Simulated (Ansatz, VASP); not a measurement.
# Cd in VASP and in Ansatz

```xyz
2
Lattice="2.9181 0.0000 0.0000 -1.4590 2.5271 0.0000 0.0000 0.0000 5.5030" Properties=species:S:1:pos:R:3 pbc="T T T"
Cd    0.0000    1.6847    1.3757
Cd    1.4590    0.8424    4.1272
```

Change from the starting cell: volume scaled by 0.94, crystal datasets.

Alike in both runs: task electric field gradients; functional PBE; k mesh 14 × 14 × 7; occupations fermi-dirac, width 0.05 eV; no spin polarisation.

|  | VASP | Ansatz |
| --- | --- | --- |
| version | VASP 6.6.1 | Ansatz 0.2.0 |
| potentials or method | VASP PAW PBE potentials, release 64 (Cd), cutoff 520 eV | all-electron PAW with datasets made for the crystal, scalar-relativistic |

VASP gave:

```
pressure (GPa)                                                 : 8.0
largest component of the traceless stress (GPa)                : 2.45
Vzz of the field gradient on the site that differs most (V/Å²) : 90.6
```

Q: Estimate Ansatz's values.

A: Pressure (GPa): 7.6; largest component of the traceless stress (GPa): 2.25; Vzz of the field gradient on the site that differs most (V/Å²): 84.6.

Ansatz ran all-electron here, so the differences hold the error of VASP's frozen core and of both bases. Ansatz warned: «gradients_without_spin_orbit».
